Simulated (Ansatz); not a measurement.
# Si2Ni: the cost of one run

Computed with Ansatz 0.2.0 (DFT PBE, scalar-relativistic, plane waves, PAW, unless a step's input says otherwise).

2 further runs of the same task are left out: 1 that didn't finish, 1 set aside as unsound or not needed.

### Step 1. The structure to begin with

It takes space group Fm-3m (No. 225, cubic). The conventional cell has a = 5.447 Å, b = 5.447 Å, c = 5.447 Å, α = 90.00°, β = 90.00°, γ = 90.00°. Si (site symmetry -43m) has 4 Ni at 2.36 Å as nearest neighbours. Around Ni (site symmetry m-3m) lie 8 Si at 2.36 Å.

Structure file:

```
Si Ni
1.0
     0.00000    2.72343    2.72343
     2.72343    0.00000    2.72343
     2.72343    2.72343    0.00000
Si Ni
2 1
Direct
  0.25000 0.25000 0.25000
  0.75000 0.75000 0.75000
  0.00000 0.00000 0.00000
```

It is the result of an earlier relaxation at this level (volume 13.47 Å³/atom; gap on the mesh: none (metal)).

### Step 2. Static run: bands, density of states and charges

input.yaml reads:

```yaml
crystal:
  lattice:
    - [0.0, 2.7234320738, 2.7234320738]
    - [2.7234320738, 0.0, 2.7234320738]
    - [2.7234320738, 2.7234320738, 0.0]
  atoms:
    - { symbol: Si, position: [0.25, 0.25, 0.25] }
    - { symbol: Si, position: [0.75, 0.75, 0.75] }
    - { symbol: Ni, position: [0.0, 0.0, 0.0] }
basis:
  ecutwfc: 420
kpoints:
  mp_grid: { grid: [14, 14, 14] }
  band_path:
    path:
      - [[0.0, 0.0, 0.0], [0.5, 0.0, 0.5], [0.625, 0.25, 0.625]]
      - [[0.375, 0.375, 0.75], [0.0, 0.0, 0.0], [0.5, 0.5, 0.5], [0.5, 0.25, 0.75], [0.5, 0.0, 0.5]]
    npoints: 14
hamiltonian:
  xc: pbe
scf:
  occupations: { method: gaussian, width: 0.1 }
  n_extra_bands: 7
output:
  forces: true
  stress: true
  eigenvalues: true
  populations: true
  dos: { projected: true, de: 0.02, nscf_kmesh: { grid: [21, 21, 21] } }
  bader: true
```

The run is started by

```console
ansatz run input.yaml --threads 1 --pin off --max-ram 2560MiB --backend cpu --events-out ev --progress --plain --runs-dir out
```

**Question.** How long does this run take on 1 thread of Intel Xeon 6975P-C (Granite Rapids), shared host, and how much memory does it need?

About 25 s, with a peak of 0.46 GiB.
